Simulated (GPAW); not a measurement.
# WC (Qusongite) (P-6m2) in GPAW: notebook

The runs below take WC (Qusongite) through single point, relaxation of cell and atoms, with PBE+U, PBE, PBEsol.

Everything below comes from runs of GPAW 26.7.0. Logs are shortened: lines on timing, memory, paths and dates and some standing lists are left out, and cuts for length are marked. The log counts tension as positive stress, the text compression.

## Step 1: Starting point

It takes space group P-6m2 (No. 187, hexagonal). The conventional cell has a = 2.907 Å, b = 2.907 Å, c = 2.837 Å, α = 90.00°, β = 90.00°, γ = 120.00°. W (site symmetry -6m2) is surrounded by 6 C at 2.20 Å. C (site symmetry -6m2) has 6 W at 2.20 Å as nearest neighbours.

## Step 2: Single point, PBE+U

File run.py:

```python
from ase import Atoms
from ase.dft.bandgap import bandgap
from ase.io import write
from ase.units import GPa
from gpaw import GPAW, PW

atoms = Atoms(['W', 'C'],
              cell=[[2.9065, 0.0, 0.0],
                    [-1.45325, 2.5171028361, 0.0],
                    [0.0, 0.0, 2.8366]],
              scaled_positions=[[0.0, 0.0, 0.0],
                                [0.6666666667, 0.3333333333, 0.5]],
              pbc=True)

calc = GPAW(mode=PW(600),
            xc='PBE',
            kpts={'size': (8, 8, 8), 'gamma': True},
            occupations={'name': 'fermi-dirac', 'width': 0.05},
            setups={'W': ':d,5.3'},
            nbands=19,
            maxiter=120,
            txt='gpaw.txt')
atoms.calc = calc
energy = atoms.get_potential_energy()
forces = atoms.get_forces()
stress = atoms.get_stress()
calc.write('gs.gpw')
write('result.traj', atoms)
print(f'Energy: {energy:.6f} eV')
print('Forces (eV/A):')
print(forces.round(4))
print('Stress (GPa):', (stress / GPa).round(3))
print('Fermi level:', round(calc.get_fermi_level(), 4), 'eV')
print(f'Gap: {bandgap(calc)[0]:.4f} eV, direct: {bandgap(calc, direct=True)[0]:.4f} eV')
```

Potentials or basis: GPAW PAW data sets (gpaw-data 1.2.1), pw.

Run with:

```bash
OMP_NUM_THREADS=1 python run.py
```

gpaw.txt:

```text
__  _  _
 | _ |_)|_||  |
 |__||  | ||/\| - 26.7.0

Input parameters:
  mode=PW(ecut=600.0),
  kpts=MonkhorstPack(size=(8, 8, 8), gamma=True),
  maxiter=120,
  nbands=19,
  occupations=Occupations(name='fermi-dirac', width=0.05),
  setups={'W': ':d,5.3'},
  xc=XC(name='PBE')

Diagonalizing LCAO Hamiltonian
Converting LCAO to pw mode

           C

       W

Atoms  # Å, Bohr magnetons
|   | symbol |        x |        y |        z |    initial magnetic moments |
|---|--------|----------|----------|----------|-----------------------------|
| 0 |      W | 0.000000 | 0.000000 | 0.000000 | ( 0.0000,  0.0000,  0.0000) |
| 1 |      C | 1.453250 | 0.839034 | 1.418300 | ( 0.0000,  0.0000,  0.0000) |

Unit cell  # Å
| periodic |         x |        y |        z |  lengths |     angles |
|----------|-----------|----------|----------|----------|------------|
|      yes |  2.906500 | 0.000000 | 0.000000 | 2.906500 |  90.000000 |
|      yes | -1.453250 | 2.517103 | 0.000000 | 2.906500 |  90.000000 |
|      yes |  0.000000 | 0.000000 | 2.836600 | 2.836600 | 120.000000 |

Number of symmetries: 12
Symmetry operations  # r_c * U_cc + t_c -> r_c
|    | kind |            matrix            |
|----|------|------------------------------|
|  0 |  σ   |  1, 1, 0,  0,-1, 0,  0, 0, 1 |
|  1 |  C2  |  1, 1, 0,  0,-1, 0,  0, 0,-1 |
|  2 |  E   |  1, 0, 0,  0, 1, 0,  0, 0, 1 |
|  3 |  σ   |  1, 0, 0,  0, 1, 0,  0, 0,-1 |
|  4 |  C3  |  0, 1, 0, -1,-1, 0,  0, 0, 1 |
|  5 |  S3  |  0, 1, 0, -1,-1, 0,  0, 0,-1 |
|  6 |  σ   |  0,-1, 0, -1, 0, 0,  0, 0, 1 |
|  7 |  C2  |  0,-1, 0, -1, 0, 0,  0, 0,-1 |
|  8 |  σ   | -1, 0, 0,  1, 1, 0,  0, 0, 1 |
|  9 |  C2  | -1, 0, 0,  1, 1, 0,  0, 0,-1 |
| 10 |  C3  | -1,-1, 0,  1, 0, 0,  0, 0, 1 |
| 11 |  S3  | -1,-1, 0,  1, 0, 0,  0, 0,-1 |

BZ-sampling:
  Number of BZ points: 512
  Number of IBZ points: 50

  Monkhorst-Pack size: [8, 8, 8]
  Monkhorst-Pack shift: [0.0625, 0.0625, 0.0625]

K-points  # in reciprocal-cell coordinates
|     |                                coordinates |     weight |
|-----|--------------------------------------------|------------|
|   0 | (  0.00000000,   0.00000000,   0.00000000) | 0.00195312 |
|   1 | (  0.00000000,   0.00000000,   0.12500000) | 0.00390625 |
|   2 | (  0.00000000,   0.00000000,   0.25000000) | 0.00390625 |
|   3 | (  0.00000000,   0.00000000,   0.37500000) | 0.00390625 |
|   4 | (  0.00000000,   0.00000000,   0.50000000) | 0.00195312 |
|   5 | (  0.12500000,   0.00000000,   0.00000000) | 0.01171875 |
|   6 | (  0.12500000,   0.00000000,   0.12500000) | 0.02343750 |
|   7 | (  0.12500000,   0.00000000,   0.25000000) | 0.02343750 |
|   8 | (  0.12500000,   0.00000000,   0.37500000) | 0.02343750 |
|   9 | (  0.12500000,   0.00000000,   0.50000000) | 0.01171875 |
| ... |                                            |            |
|  49 | (  0.50000000,   0.50000000,   0.50000000) | 0.00585938 |

Plane wave coefficients: 702
Cutoff: 600.0 eV

Spin-components: 1 (collinear spins)
Bands:           19
Projectors:      11
Spin-degeneracy: 2
Datatype:        complex128

Parallelization:
  kpt:    1
  domain: 1
  band:   1

Density:
  Valence electrons: 18.0
  Components: 1
  Grid points: [18 18 18]
  Charge: 0.0  # |e|

Potential:
  Grid points: [18 18 18]

species:
  W:
    name:    Tungsten
    Z:       74.0
    valence: 14
    core:    60
    charge:  0.0  # [|e|]
    Hubbard: {U: 5.3,  # eV
              l: 2,
              scale: True}
    compensation charges:
      type: gauss
      rc: 0.40  # [Å]
      lmax: 2
    cutoffs:
      filter: 2.36  # [Å]
      core: 3.02  # [Å]
    projectors
    | kind |    occ | energy [eV] | rcut [Å] |
    |------|--------|-------------|----------|
    |   5s |  2.000 |     -78.830 |    1.344 |
    |   6s |  2.000 |      -5.697 |    1.344 |
    |   5p |  6.000 |     -43.233 |    1.355 |
    |   6p |  0.000 |      -1.367 |    1.355 |
    |   5d |  4.000 |      -4.494 |    1.228 |
    |    d |        |      22.717 |    1.228 |

    Using partial waves for W as LCAO basis

  C:
    name:    Carbon
    Z:       6.0
    valence: 4
    core:    2
    charge:  0.0  # [|e|]
    compensation charges:
      type: gauss
      rc: 0.20  # [Å]
      lmax: 2
    cutoffs:
      filter: 1.14  # [Å]
      core: 1.14  # [Å]
    projectors
    | kind |    occ | energy [eV] | rcut [Å] |
    |------|--------|-------------|----------|
    |   2s |  2.000 |     -13.751 |    0.635 |
    |   2p |  2.000 |      -5.284 |    0.635 |
    |    s |        |      13.461 |    0.635 |
    |    p |        |      21.927 |    0.635 |
    |    d |        |       0.000 |    0.635 |

    Using partial waves for C as LCAO basis

Reference energy: -439799.299771  # eV

eigensolver:
  PPCG
  Converge bands: occupied
  niter=2

density mixing:
  MSR1-Mixer
  Pratt-step length: 0.05
  Maximum mixing coefficient: 0.75
  Old densities: 10
  SVD Regularization: 0.005
  Good broyden scale: 1.0
  Trust region scale: 1.0
  Backstep threshold: 4.0
  History deletion threshold: 6.0
  Fourier metric: weight=20.0, sigma=0.015

occupation numbers:
  Fermi-Dirac:
    width: 0.0500  # eV

poisson solver:
  ecut: 4800.0  # eV

xc functional:
  name: PBE with 2 nearest neighbor stencil

convergence criteria:
- Maximum [total energy] change in last 3 cyles: 0.0005 eV / valence electron
- Maximum integral of absolute [dens]ity change: 0.0001 electrons / valence electron
- Maximum integral of absolute [eigenst]ate change: 4e-08 eV^2 / valence electron
maximum number of iterations: 120

SCF iterations
|iter     | |      energy | eigst |  dens |
|---------|-|-------------|-------|-------|
|iter:   1| |  -16.625824 | -0.13 |       |
|iter:   2| |  -16.046984 | -2.64 | -0.88 |
|iter:   3| |  -14.641144 | -1.60 | -0.95 |
|iter:   4| |  -14.659570 | -3.55 | -1.67 |
|iter:   5| |  -14.675347 | -3.72 | -1.93 |
|iter:   6| |  -14.675854 | -5.13 | -2.81 |
|iter:   7| |  -14.675974c| -6.46 | -3.45 |
|iter:   8| |  -14.676024c| -6.50 | -3.74 |
|iter:   9| |  -14.676025c| -7.90c| -4.17c|

Converged in 9 steps
Energy contributions relative to reference atoms: (reference = -439799.299771)

Energy contributions:
  Kinetic:          13.667652
  Coulomb:         -15.709270
  Zero:              0.111788
  External:          0.000000
  Xc:              -12.744788
  Entropy:          -0.002816
  Spinorbit:         0.000000
  ----------------------------
  Free energy:     -14.677433
  Extrapolated:    -14.676025

dipole moment: (-4.727128, -9.813286, -10.600891)  # |e|*Ang

Fermi level: 14.434
Eigenvalues  # (at kpt = [0.000, 0.000, 0.000])
| band index |      eig [eV] | occ [0-2] |
|------------|---------------|-----------|
|          0 |       -59.967 |     2.000 |
|          1 |       -24.176 |     2.000 |
|          2 |       -24.067 |     2.000 |
|          3 |       -24.067 |     2.000 |
|          4 |        -0.179 |     2.000 |
|          5 |         9.909 |     2.000 |
[... 9 lines left out ...]
|         15 |        31.014 |     0.000 |
|         16 |        31.014 |     0.000 |
|        ... |               |           |
|         18 |        38.164 |     0.000 |

No gap
No difference between direct/indirect transitions

Forces  # eV/Ang
|        x |       y |       z |
|----------|---------|---------|
| -0.00000 | 0.00000 | 0.00000 |  # W    0
|  0.00000 | 0.00000 | 0.00000 |  # C    1

Stress tensor  # eV/Ang^3
|         x |         y |         z |
|-----------|-----------|-----------|
| -0.073276 |  0.000000 |  0.000000 |
|  0.000000 | -0.073276 |  0.000000 |
|  0.000000 |  0.000000 | -0.069453 |

# Writing to gs.gpw (mode='')
```

Run time: 18 s. Hardware: 1 thread of Arm Neoverse V1, shared host; peak memory 0.14 GiB.

Results:

```yaml
Free_energy: -14.6774 eV
Pressure: 11.5 GPa
Band_gap_on_the_k_mesh: none (metal or under the smearing width)
```

Stress tensor (GPa, compression positive):
```
11.74  0.00  0.00
 0.00 11.74  0.00
 0.00  0.00 11.13
```

Caveat: the cutoff is short for stress and forces, so pressures can be off by a GPa or more; U without spin polarisation on a metal has little footing; the U is typed as a test and isn't derived for this compound. The run has no spin-orbit coupling, so splittings on W are missing.

## Step 3: Single point, PBE

File run.py:

```python
from ase.dft.bandgap import bandgap
from ase.io import read, write
from ase.units import GPa
from gpaw import GPAW, PW

atoms = read('POSCAR')

calc = GPAW(mode=PW(550),
            xc='PBE',
            kpts={'size': (8, 8, 8), 'gamma': True},
            occupations={'name': 'fermi-dirac', 'width': 0.05},
            nbands=19,
            maxiter=120,
            txt='gpaw.txt')
atoms.calc = calc
energy = atoms.get_potential_energy()
forces = atoms.get_forces()
stress = atoms.get_stress()
calc.write('gs.gpw')
write('result.traj', atoms)
print(f'Energy: {energy:.6f} eV')
print('Forces (eV/A):')
print(forces.round(4))
print('Stress (GPa):', (stress / GPa).round(3))
print('Fermi level:', round(calc.get_fermi_level(), 4), 'eV')
print(f'Gap: {bandgap(calc)[0]:.4f} eV, direct: {bandgap(calc, direct=True)[0]:.4f} eV')
```

File POSCAR:

```
WC
1.0
    2.9065000000      0.0000000000      0.0000000000
   -1.4532500000      2.5171028361      0.0000000000
    0.0000000000      0.0000000000      2.8366000000
W C
1 1
Direct
    0.0000000000      0.0000000000      0.0000000000
    0.6666666667      0.3333333333      0.5000000000
```

Potentials or basis: GPAW PAW data sets (gpaw-data 1.2.1), pw.

Run with:

```bash
OMP_NUM_THREADS=1 python run.py
```

Wall time 16 s (1 thread of Arm Neoverse N1, shared host); peak memory 0.14 GiB.

These settings aren't checked as converged: the numbers below hold their error.

Results:

```yaml
Free_energy: -21.1113 eV
Pressure: 5.4 GPa
Band_gap_on_the_k_mesh: none (metal or under the smearing width)
```

Caveat: the cutoff is short for stress and forces, so pressures can be off by a GPa or more.

## Step 4: Relaxation of cell and atoms, PBEsol

File run.py:

```python
from ase import Atoms
from ase.filters import FrechetCellFilter
from ase.io import write
from ase.optimize import BFGS
from gpaw import GPAW, PW, setup_paths

setup_paths.insert(0, '.')

atoms = Atoms(['W', 'C'],
              cell=[[2.9065, 0.0, 0.0],
                    [-1.45325, 2.5171028361, 0.0],
                    [0.0, 0.0, 2.8366]],
              scaled_positions=[[0.0, 0.0, 0.0],
                                [0.6666666667, 0.3333333333, 0.5]],
              pbc=True)

calc = GPAW(mode=PW(800),
            xc='PBEsol',
            kpts={'size': (9, 9, 8), 'gamma': True},
            occupations={'name': 'fermi-dirac', 'width': 0.05},
            nbands=19,
            convergence={'density': 1e-05, 'forces': 0.0001},
            maxiter=150,
            txt='gpaw.txt')
atoms.calc = calc
opt = BFGS(FrechetCellFilter(atoms), trajectory='relax.traj', logfile='-')
done = opt.run(fmax=0.02, steps=60)
calc.write('gs.gpw')
write('result.traj', atoms)
print('Converged:', done)
print('Cell:', atoms.cell.cellpar().round(4))
print('Volume:', round(atoms.get_volume(), 4))
print(atoms.get_scaled_positions().round(5))
```

Potentials or basis: PAW data sets generated in the run's folder for this functional, pw.

Run with:

```bash
gpaw-setup -f PBEsol C W
OMP_NUM_THREADS=1 python run.py
```

gpaw.txt:

```text
__  _  _
 | _ |_)|_||  |
 |__||  | ||/\| - 26.7.0

Input parameters:
  mode=PW(ecut=800.0),
  convergence={'density': 1e-05, 'forces': 0.0001},
  kpts=MonkhorstPack(size=(9, 9, 8), gamma=True),
  maxiter=150,
  nbands=19,
  occupations=Occupations(name='fermi-dirac', width=0.05),
  xc=XC(name='PBEsol')

Diagonalizing LCAO Hamiltonian
Converting LCAO to pw mode

           C

       W

Atoms  # Å, Bohr magnetons
|   | symbol |        x |        y |        z |    initial magnetic moments |
|---|--------|----------|----------|----------|-----------------------------|
| 0 |      W | 0.000000 | 0.000000 | 0.000000 | ( 0.0000,  0.0000,  0.0000) |
| 1 |      C | 1.453250 | 0.839034 | 1.418300 | ( 0.0000,  0.0000,  0.0000) |

Unit cell  # Å
| periodic |         x |        y |        z |  lengths |     angles |
|----------|-----------|----------|----------|----------|------------|
|      yes |  2.906500 | 0.000000 | 0.000000 | 2.906500 |  90.000000 |
|      yes | -1.453250 | 2.517103 | 0.000000 | 2.906500 |  90.000000 |
|      yes |  0.000000 | 0.000000 | 2.836600 | 2.836600 | 120.000000 |

Number of symmetries: 12
Symmetry operations  # r_c * U_cc + t_c -> r_c
|    | kind |            matrix            |
|----|------|------------------------------|
|  0 |  σ   |  1, 1, 0,  0,-1, 0,  0, 0, 1 |
|  1 |  C2  |  1, 1, 0,  0,-1, 0,  0, 0,-1 |
|  2 |  E   |  1, 0, 0,  0, 1, 0,  0, 0, 1 |
|  3 |  σ   |  1, 0, 0,  0, 1, 0,  0, 0,-1 |
|  4 |  C3  |  0, 1, 0, -1,-1, 0,  0, 0, 1 |
|  5 |  S3  |  0, 1, 0, -1,-1, 0,  0, 0,-1 |
|  6 |  σ   |  0,-1, 0, -1, 0, 0,  0, 0, 1 |
|  7 |  C2  |  0,-1, 0, -1, 0, 0,  0, 0,-1 |
|  8 |  σ   | -1, 0, 0,  1, 1, 0,  0, 0, 1 |
[... 137 lines left out ...]
SCF iterations
|iter     | |      energy | eigst |  dens |force |
|---------|-|-------------|-------|-------|------|
|iter:   1| |  -24.025535 | -0.13 |       |      |
|iter:   2| |  -23.571929 | -2.68 | -0.94 |      |
|iter:   3| |  -22.549405 | -1.72 | -1.00 |      |
|iter:   4| |  -22.552266 | -3.58 | -1.71 |      |
|iter:   5| |  -22.557221c| -3.72 | -1.95 |      |
|iter:   6| |  -22.557178c| -5.61 | -3.06 |      |
|iter:   7| |  -22.557180c| -7.01 | -3.65 |      |
|iter:   8| |  -22.557179c| -8.37c| -4.30 |      |
|iter:   9| |  -22.557179c| -8.43c| -4.98 |      |
|iter:  10| |  -22.557179c| -9.44c| -5.91c|      |
|iter:  11| |  -22.557179c|-10.42c| -6.71c|-16.08c|

Converged in 11 steps
Energy contributions relative to reference atoms: (reference = -439665.733139)

[... 244 lines left out ...]
  Spinorbit:         0.000000
  ----------------------------
  Free energy:     -22.560686
  Extrapolated:    -22.559062
[... 26 lines left out ...]
No gap
No difference between direct/indirect transitions

Stress tensor  # eV/Ang^3
|        x |        y |        z |
|----------|----------|----------|
| 0.009625 | 0.000000 | 0.000000 |
| 0.000000 | 0.009625 | 0.000000 |
| 0.000000 | 0.000000 | 0.013186 |

Forces  # eV/Ang
|       x |       y |       z |
|---------|---------|---------|
| 0.00000 | 0.00000 | 0.00000 |  # W    0
| 0.00000 | 0.00000 | 0.00000 |  # C    1

Interpolating wave functions to new cell

           C

       W

Atoms  # Å, Bohr magnetons
|   | symbol |        x |        y |         z |    initial magnetic moments |
|---|--------|----------|----------|-----------|-----------------------------|
| 0 |      W | 0.000000 | 0.000000 | -0.000000 | ( 0.0000,  0.0000,  0.0000) |
| 1 |      C | 1.449073 | 0.836623 |  1.412710 | ( 0.0000,  0.0000,  0.0000) |

Unit cell  # Å
| periodic |         x |         y |         z |  lengths |     angles |
|----------|-----------|-----------|-----------|----------|------------|
|      yes |  2.898146 | -0.000000 |  0.000000 | 2.898146 |  90.000000 |
|      yes | -1.449073 |  2.509868 | -0.000000 | 2.898146 |  90.000000 |
|      yes |  0.000000 |  0.000000 |  2.825421 | 2.825421 | 120.000000 |

Number of symmetries: 12
Symmetry operations  # r_c * U_cc + t_c -> r_c
|    | kind |            matrix            |
|----|------|------------------------------|
|  0 |  σ   |  1, 1, 0,  0,-1, 0,  0, 0, 1 |
|  1 |  C2  |  1, 1, 0,  0,-1, 0,  0, 0,-1 |
|  2 |  E   |  1, 0, 0,  0, 1, 0,  0, 0, 1 |
|  3 |  σ   |  1, 0, 0,  0, 1, 0,  0, 0,-1 |
|  4 |  C3  |  0, 1, 0, -1,-1, 0,  0, 0, 1 |
|  5 |  S3  |  0, 1, 0, -1,-1, 0,  0, 0,-1 |
|  6 |  σ   |  0,-1, 0, -1, 0, 0,  0, 0, 1 |
|  7 |  C2  |  0,-1, 0, -1, 0, 0,  0, 0,-1 |
|  8 |  σ   | -1, 0, 0,  1, 1, 0,  0, 0, 1 |
[... 137 lines left out ...]
SCF iterations
|iter     | |      energy | eigst |  dens |force |
|---------|-|-------------|-------|-------|------|
|iter:   1| |  -22.559760 | -2.83 |       |      |
|iter:   2| |  -22.559683 | -5.93 | -2.76 |      |
|iter:   3| |  -22.559397c| -4.96 | -2.80 |      |
|iter:   4| |  -22.559404c| -6.12 | -3.50 |      |
|iter:   5| |  -22.559409c| -7.44c| -4.07 |      |
|iter:   6| |  -22.559408c| -8.43c| -4.56 |      |
|iter:   7| |  -22.559408c| -8.73c| -5.24c|      |
|iter:   8| |  -22.559408c| -9.49c| -5.78c|-16.51c|

Converged in 8 steps
Energy contributions relative to reference atoms: (reference = -439665.733139)

Energy contributions:
  Kinetic:          16.738385
  Coulomb:         -18.255679
  Zero:              0.017722
  External:          0.000000
  Xc:              -21.058209
  Entropy:          -0.003254
  Spinorbit:         0.000000
  ----------------------------
  Free energy:     -22.561035
  Extrapolated:    -22.559408
[... 26 lines left out ...]
No gap
No difference between direct/indirect transitions

Stress tensor  # eV/Ang^3
|         x |         y |         z |
|-----------|-----------|-----------|
| -0.000095 |  0.000000 |  0.000000 |
|  0.000000 | -0.000095 |  0.000000 |
|  0.000000 |  0.000000 | -0.000158 |

Forces  # eV/Ang
|        x |       y |       z |
|----------|---------|---------|
|  0.00000 | 0.00000 | 0.00000 |  # W    0
| -0.00000 | 0.00000 | 0.00000 |  # C    1

# Writing to gs.gpw (mode='')
```

stdout:

```text
Step          Energy          fmax
BFGS:    0      -22.558796        0.310178
BFGS:    1      -22.560686        0.136076
BFGS:    2      -22.561035        0.001628
Converged: True
Cell: [  2.8981   2.8981   2.8254  90.      90.     120.    ]
Volume: 20.552
[[0.      0.      0.     ]
 [0.66667 0.33333 0.5    ]]
```

It took 53 s on 1 thread of Arm Neoverse V1, shared host; peak memory 0.22 GiB.

What came out:

```
Free energy                            : -22.5610 eV
Relaxed volume                         : 10.28 Å³/atom
Relaxed cell                           : a = 2.898 Å, b = 2.898 Å, c = 2.825 Å, α = 90.00°, β = 90.00°, γ = 120.00°
Space group after relaxing (to 0.05 Å) : P-6m2 (No. 187)
Energy gained by relaxing              : 1.1 meV/atom
Ionic steps                            : 3
Pressure after relaxing                : 0.0 GPa
Band gap on the k mesh                 : none (metal or under the smearing width)
```

Step by step:
```tsv
step	energy change (eV)	largest force (eV/Å)	pressure (GPa)	volume (Å³)
1	0.0000	0.0000	-3.92	20.75
2	-0.0019	0.0000	-1.73	20.64
3	-0.0022	0.0000	0.02	20.55
```

Final structure:
```
CELL_PARAMETERS angstrom
2.89815 0.00000 0.00000
-1.44907 2.50987 0.00000
0.00000 0.00000 2.82542
ATOMIC_POSITIONS crystal
W 0.00000 0.00000 0.00000
C 0.66667 0.33333 0.50000
```

Caveat: later steps reuse the first step's grids. Spin-orbit coupling is left out, which matters for the levels of W.
